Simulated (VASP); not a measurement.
W:

```
W
1.0
     2.74070    0.00000    0.00000
    -0.91357    2.58396    0.00000
    -0.91357   -1.29198    2.23777
W
1
Direct
  0.00000 0.00000 0.00000
```

| Quantity | Value |
| --- | --- |
| Program | VASP 6.6.1 |
| Task | relaxation of cell and atoms |
| Functional | r2SCAN |
| Potentials or basis | VASP PAW PBE potentials, release 64 (W_sv) |
| Cutoff | 600 eV |
| k mesh | 12 × 12 × 12 |
| Occupations | gaussian, width 0.05 eV |
| Spin | collinear spin, ferromagnetic start |
| Starting moments | [0.5] μB |
| Fixed moment | 2 μB |

At the start: pressure 30.3 GPa; volume 15.85 Å³/atom.

Task: How do energy, volume and symmetry change on relaxing?

Result: Over 5 steps the energy falls by 151.4 meV/atom and the volume is 17.60 Å³/atom (+11.1 %); space group Im-3m (No. 229, to 0.05 Å); moment 2.00 μB per cell.

Step by step:
```
step  energy change (eV)  largest force (eV/Å)  pressure (GPa)  volume (Å³)
   1              0.0000                0.0000           30.34        15.85
   2              0.7639                0.0000          -36.29        23.78
   3             -0.1494                0.0000           -2.79        17.83
   4             -0.1513                0.0000           -0.40        17.64
   5             -0.1514                0.0000            0.08        17.60
```

Final structure:
```
CELL_PARAMETERS angstrom
2.83824 0.00000 0.00000
-0.94608 2.67592 0.00000
-0.94608 -1.33796 2.31741
ATOMIC_POSITIONS crystal
W 0.00000 0.00000 0.00000
```

Caveat: the moment is held away from its start; the PAW data sets were made with another functional, which shifts forces and pressure a little; the volume moved by +11 % from the deposited cell, more than functionals usually miss; the total moment is fixed, so each spin has its own Fermi level.
